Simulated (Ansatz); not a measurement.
TiTe2:

```
Te Ti
1.0
     3.77700    0.00000    0.00000
    -1.88850    3.27098    0.00000
     0.00000    0.00000    6.49800
Te Ti
2 1
Direct
  0.33333 0.66667 0.73720
  0.66667 0.33333 0.26280
  0.00000 0.00000 0.00000
```

Base run:

- Program: Ansatz 0.2.0
- Functional: LDA
- Potentials or basis: Ansatz PAW
- Cutoff: 420 eV (not typed: the program's choice for these potentials)
- k mesh: 8 × 8 × 4
- Occupations: fermi-dirac, width 0.05 eV
- Spin: no spin polarisation

Its results: band gap on the k mesh none (metal or under the smearing width); pressure -4.1 GPa; largest force 0.310 eV/Å.

Task: The run is repeated on the same cell with these changes: functional from LDA to r2SCAN; cutoff from 420 eV (not typed: the program's choice for these potentials) to 500 eV (not typed: the program's choice for these potentials). What comes out?

Result: Band gap on the k mesh none (metal or under the smearing width); pressure 0.9 GPa; largest force 0.217 eV/Å.

Caveats: spin-orbit coupling is left out, which moves the levels of the heavy elements; the PAW data sets come from PBE, with cores solved anew for the run's functional, which leaves a small shift of forces and pressure.
